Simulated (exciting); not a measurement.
# Al2Pt (Fm-3m) in exciting: reference runs

Reference runs on Al2Pt: the cell as given.

Program: exciting (release sodium). These are calculated values, not measurements. Logs are shortened: lines on timing, memory, paths and dates and some standing lists are left out, and cuts for length are marked.

**1. Starting point**

The structure is cubic, space group Fm-3m (No. 225). The conventional cell has a = 5.910 Å, b = 5.910 Å, c = 5.910 Å, α = 90.00°, β = 90.00°, γ = 90.00°. Pt (site symmetry m-3m) has 8 Al at 2.56 Å as nearest neighbours. Around Al (site symmetry -43m) lie 4 Pt at 2.56 Å.

**2. Single point, PBEsol**

Contents of input.xml:

```xml
<input>
  <title>Al2Pt</title>
  <structure speciespath="./" tshift="false">
    <crystal scale="1">
      <basevect>0.000000000000 5.584140698269 5.584140698269</basevect>
      <basevect>5.584140698269 0.000000000000 5.584140698269</basevect>
      <basevect>5.584140698269 5.584140698269 0.000000000000</basevect>
    </crystal>
    <species speciesfile="Pt.xml" rmt="2.3">
      <atom coord="0.000000000000 0.000000000000 0.000000000000"/>
    </species>
    <species speciesfile="Al.xml" rmt="2">
      <atom coord="0.750000000000 0.750000000000 0.750000000000"/>
      <atom coord="0.250000000000 0.250000000000 0.250000000000"/>
    </species>
  </structure>
  <groundstate do="fromscratch" ngridk="8 8 8" rgkmax="7.8" gmaxvr="14" lmaxapw="10" lmaxmat="10" lmaxvr="8" xctype="GGA_PBE_SOL" stype="Fermi Dirac" swidth="0.00183747" nempty="16" ValenceRelativity="iora*" epsengy="1e-05" epspot="1e-05" maxscl="60" tforce="true" outputlevel="normal"/>
</input>
```

Potentials or basis: all-electron LAPW+lo, shipped species files, valence relativity iora*.

Run with:

```
$ OMP_NUM_THREADS=1 exciting_smp
```

INFO.OUT:

```text
================================================================================
EXCITING SODIUM started
[... 10 lines left out ...]

 Lattice vectors (cartesian) :
      0.0000000000      5.5841406983      5.5841406983
      5.5841406983      0.0000000000      5.5841406983
      5.5841406983      5.5841406983      0.0000000000

 Reciprocal lattice vectors (cartesian) :
     -0.5625919588      0.5625919588      0.5625919588
      0.5625919588     -0.5625919588      0.5625919588
      0.5625919588      0.5625919588     -0.5625919588

 Unit cell volume                           :     348.2563567949
 Brillouin zone volume                      :       0.7122632756

 Species :    1 (Pt)
     parameters loaded from                 :    Pt.xml
     name                                   :    platinum
     nuclear charge                         :     -78.00000000
     electronic charge                      :      78.00000000
     atomic mass                            :  355605.43990000
     muffin-tin radius                      :       2.30000000
     # of radial points in muffin-tin       :     450

     atomic positions (lattice) :
       1 :   0.00000000  0.00000000  0.00000000

 Species :    2 (Al)
     parameters loaded from                 :    Al.xml
     name                                   :    aluminium
     nuclear charge                         :     -13.00000000
     electronic charge                      :      13.00000000
     atomic mass                            :   49184.33493000
     muffin-tin radius                      :       2.00000000
     # of radial points in muffin-tin       :     300

     atomic positions (lattice) :
       1 :   0.75000000  0.75000000  0.75000000
       2 :   0.25000000  0.25000000  0.25000000

 Total number of atoms per unit cell        :       3

 Spin treatment                             :    spin-unpolarised

 Number of Bravais lattice symmetries       :      48
 Number of crystal symmetries               :      48

 k-point grid                               :       8    8    8
 Total number of k-points                   :      29
 k-point set is reduced with crystal symmetries

 R^MT_min * |G+k|_max (rgkmax)              :       7.80000000
 Species with R^MT_min                      :       2 (Al)
 Maximum |G+k| for APW functions            :       3.90000000
 Maximum |G| for potential and density      :      14.00000000

 G-vector grid sizes                        :      36    36    36
 Total number of G-vectors                  :   16265

 Maximum angular momentum used for
     APW functions                          :      10
     computing H and O matrix elements      :      10
     potential and density                  :       8
     inner part of muffin-tin               :       2

 Total nuclear charge                       :    -104.00000000
 Total electronic charge                    :     104.00000000
 Total core charge                          :      56.00000000
 Total valence charge                       :      48.00000000

 Number of empty states                     :      16
 Total number of valence states             :      41

 Maximum Hamiltonian size                   :     400
 Maximum number of plane-waves              :     360
 Total number of local-orbitals             :      40

 Exchange-correlation type                  :      22
     PBEsol, Phys. Rev. Lett. 100, 136406 (2008)
     Generalised gradient approximation (GGA)

[... 20 lines left out ...]
+ SCF iteration number :    1                                                  +
++++++++++++++++++++++++++++++++++++++++++++++++++++++++++++++++++++++++++++++++
 Total energy                               :    -18897.83588536
 _______________________________________________________________
 Fermi energy                               :         0.30382352
 Kinetic energy                             :     21607.37502937
 Coulomb energy                             :    -40117.23440823
 Exchange energy                            :      -381.44646884
 Correlation energy                         :        -6.53003766

 DOS at Fermi energy (states/Ha/cell)       :        52.30673975

 Electron charges :
     core                                   :        56.00000000
     core leakage                           :         0.00508400
     valence                                :        48.00000000
     interstitial                           :         6.59717500
     charge in muffin-tin spheres :
                  atom     1    Pt          :        75.54678036
                  atom     2    Al          :        10.92802232
                  atom     3    Al          :        10.92802232
     total charge in muffin-tins            :        97.40282500
     total charge                           :       104.00000000

++++++++++++++++++++++++++++++++++++++++++++++++++++++++++++++++++++++++++++++++
+ SCF iteration number :    2                                                  +
++++++++++++++++++++++++++++++++++++++++++++++++++++++++++++++++++++++++++++++++
 Total energy                               :    -18925.29057593
 _______________________________________________________________
 Fermi energy                               :         0.29305313
 Kinetic energy                             :     21588.43912506
 Coulomb energy                             :    -40125.29605695
 Exchange energy                            :      -381.89754266
 Correlation energy                         :        -6.53610139
[... 241 lines left out ...]
 DOS at Fermi energy (states/Ha/cell)       :        39.88987530

 Electron charges :
     core                                   :        56.00000000
     core leakage                           :         0.00484008
     valence                                :        48.00000000
     interstitial                           :         6.28214804
     charge in muffin-tin spheres :
                  atom     1    Pt          :        75.94642611
                  atom     2    Al          :        10.88571292
                  atom     3    Al          :        10.88571292
     total charge in muffin-tins            :        97.71785196
     total charge                           :       104.00000000

 RMS change in effective potential (target) :  0.869832E-03  ( 0.100000E-04)
 Absolute change in total energy   (target) :  0.846750      ( 0.100000E-04)
 Charge distance                   (target) :  0.145839E-03  ( 0.100000E-04)
 Abs. change in max-nonIBS-force   (target) :   0.00000      ( 0.500000E-04)

++++++++++++++++++++++++++++++++++++++++++++++++++++++++++++++++++++++++++++++++
[... 17 further cycles ...]
+ SCF iteration number :   28                                                  +
++++++++++++++++++++++++++++++++++++++++++++++++++++++++++++++++++++++++++++++++
 Total energy                               :    -18926.33890786
 _______________________________________________________________
 Fermi energy                               :         0.28985622
 Kinetic energy                             :     21587.43521642
 Coulomb energy                             :    -40125.31830401
 Exchange energy                            :      -381.91914209
 Correlation energy                         :        -6.53667818

 DOS at Fermi energy (states/Ha/cell)       :        39.88435817

 Electron charges :
     core                                   :        56.00000000
     core leakage                           :         0.00484084
     valence                                :        48.00000000
     interstitial                           :         6.28215205
     charge in muffin-tin spheres :
                  atom     1    Pt          :        75.94646566
                  atom     2    Al          :        10.88569114
                  atom     3    Al          :        10.88569114
     total charge in muffin-tins            :        97.71784795
     total charge                           :       104.00000000

 RMS change in effective potential (target) :  0.713815E-04  ( 0.100000E-04)
 Absolute change in total energy   (target) :  0.173325E-01  ( 0.100000E-04)
 Charge distance                   (target) :  0.353577E-05  ( 0.100000E-04)
 Abs. change in max-nonIBS-force   (target) :   0.00000      ( 0.500000E-04)

++++++++++++++++++++++++++++++++++++++++++++++++++++++++++++++++++++++++++++++++
+ SCF iteration number :   29                                                  +
++++++++++++++++++++++++++++++++++++++++++++++++++++++++++++++++++++++++++++++++
 Total energy                               :    -18926.34060468
 _______________________________________________________________
 Fermi energy                               :         0.28985605
 Kinetic energy                             :     21587.43478314
 Coulomb energy                             :    -40125.31951570
 Exchange energy                            :      -381.91919356
 Correlation energy                         :        -6.53667857
[... 241 lines left out ...]
 DOS at Fermi energy (states/Ha/cell)       :        39.88411403

 Electron charges :
     core                                   :        56.00000000
     core leakage                           :         0.00484083
     valence                                :        48.00000000
     interstitial                           :         6.28214362
     charge in muffin-tin spheres :
                  atom     1    Pt          :        75.94647562
                  atom     2    Al          :        10.88569038
                  atom     3    Al          :        10.88569038
     total charge in muffin-tins            :        97.71785638
     total charge                           :       104.00000000

 RMS change in effective potential (target) :  0.279970E-08  ( 0.100000E-04)
 Absolute change in total energy   (target) :  0.141673E-05  ( 0.100000E-04)
 Charge distance                   (target) :  0.328026E-09  ( 0.100000E-04)
 Abs. change in max-nonIBS-force   (target) :   0.00000      ( 0.500000E-04)

++++++++++++++++++++++++++++++++++++++++++++++++++++++++++++++++++++++++++++++++
| Convergency criteria checked for the last 2 iterations                       +
| Convergence targets achieved. Performing final SCF iteration                 +
++++++++++++++++++++++++++++++++++++++++++++++++++++++++++++++++++++++++++++++++
 Total energy                               :    -18926.35986314
 _______________________________________________________________
 Fermi energy                               :         0.28985586
 Kinetic energy                             :     21587.43000830
 Coulomb energy                             :    -40125.33346868
 Exchange energy                            :      -381.91972041
 Correlation energy                         :        -6.53668235

 DOS at Fermi energy (states/Ha/cell)       :        39.88411389

 Electron charges :
     core                                   :        56.00000000
     core leakage                           :         0.00484083
     valence                                :        48.00000000
     interstitial                           :         6.28214362
     charge in muffin-tin spheres :
                  atom     1    Pt          :        75.94647561
                  atom     2    Al          :        10.88569038
                  atom     3    Al          :        10.88569038
     total charge in muffin-tins            :        97.71785638
     total charge                           :       104.00000000

++++++++++++++++++++++++++++++++++++++++++++++++++++++++++++++++++++++++++++++++
+ Self-consistent loop stopped                                                 +
++++++++++++++++++++++++++++++++++++++++++++++++++++++++++++++++++++++++++++++++
 STATE.OUT is written

--------------------------------------------------------------------------------
- Writing atomic positions and forces                                          -
--------------------------------------------------------------------------------

 Atomic positions (lattice) :
 atom     1  Pt  :     0.00000000    0.00000000    0.00000000
 atom     2  Al  :     0.75000000    0.75000000    0.75000000
 atom     3  Al  :     0.25000000    0.25000000    0.25000000

 Total atomic forces including IBS (cartesian) :
 atom     1  Pt  :    -0.00000000   -0.00000000    0.00000000
 atom     2  Al  :    -0.00000000    0.00000000    0.00000000
 atom     3  Al  :     0.00000000    0.00000000   -0.00000000

 Atomic force components including IBS (cartesian) :
 atom     1  Pt  :     0.00000000   -0.00000000    0.00000000   HF force
                 :     0.00000000    0.00000000   -0.00000000   core correction
                 :    -0.00000000    0.00000000   -0.00000000   IBS correction
 atom     2  Al  :    -0.00000000   -0.00000000    0.00000000   HF force
                 :    -0.00000000   -0.00000000   -0.00000000   core correction
                 :    -0.00000000   -0.00000000   -0.00000000   IBS correction
 atom     3  Al  :    -0.00000000    0.00000000   -0.00000000   HF force
                 :     0.00000000    0.00000000    0.00000000   core correction
                 :     0.00000000    0.00000000    0.00000000   IBS correction

********************************************************************************
[... 7 lines left out ...]
| EXCITING SODIUM stopped                                                      =
================================================================================
```

It took 3.5 min on 1 thread of Intel Xeon Platinum 8559C (Emerald Rapids), shared host; peak memory 0.17 GiB.

Results:

* Free energy: -515012.5009 eV
* Band gap on the k mesh: none (metal or under the smearing width)
* All electrons inside the program's atomic spheres: Pt 75.95; Al 10.89 (radii Pt 2.3, Al 2.0 bohr)

Caveat: the log's total energy holds no entropy term; the free energy is that total less TS from the occupations. The run has no spin-orbit coupling, so splittings on Pt are missing.
